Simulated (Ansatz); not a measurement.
# All-electron card of CdTe

```
Cd Te
1.0
     3.06529   -3.09461    0.00000
     3.06529    3.09461    0.00000
     0.00000    0.00000    6.09065
Cd Te
2 2
Direct
  0.27703 0.72297 0.75000
  0.72297 0.27703 0.25000
  0.76614 0.23386 0.75000
  0.23386 0.76614 0.25000
```

Atoms are numbered in the order listed.

The cell is the one relaxed in the Materials Project (mp-1066480), not relaxed further here; entries there can be hypothetical.

Spin–orbit coupling is left out, though it moves levels of the heavy atoms by tenths of an eV or more.

Levels of theory: DFT, PBE, all-electron LAPW, scalar-relativistic (Ansatz 0.2.0); DFT, PBE, PAW with Ansatz's default frozen-core files, scalar-relativistic (Ansatz 0.2.0).

For LAPW: a Γ-centred 9×9×6 k mesh, Fermi–Dirac smearing of 0.05 eV, basis error target 1 meV/atom, no spin polarisation. PAW takes a cutoff of 420 eV at this cell. The Ansatz runs share mesh, smearing and spin set-up. Values come from LAPW unless marked.

```
Pressure at this cell                                                                                                  : -2.5 kbar
Band gap                                                                                                               : none: bands cross the Fermi level, a metal
Stress xx, yy, zz (compression positive)                                                                               : -0.36, -0.40, 0.00 GPa
Largest force                                                                                                          : 0.040 eV/Å on Cd1
Density of states at the Fermi level (0.2 eV bin)                                                                      : 1.20 states/eV per cell
Löwdin charges (with 0.40 e of the cell spilling out of the atomic basis, so their sizes and signs hang on that basis) : Cd1 1.08, Te3 -0.88 e
Bader charges (from the PAW run)                                                                                       : Cd1 +0.55, Te3 -0.55 e
Volume per atom                                                                                                        : 28.89 Å³
```
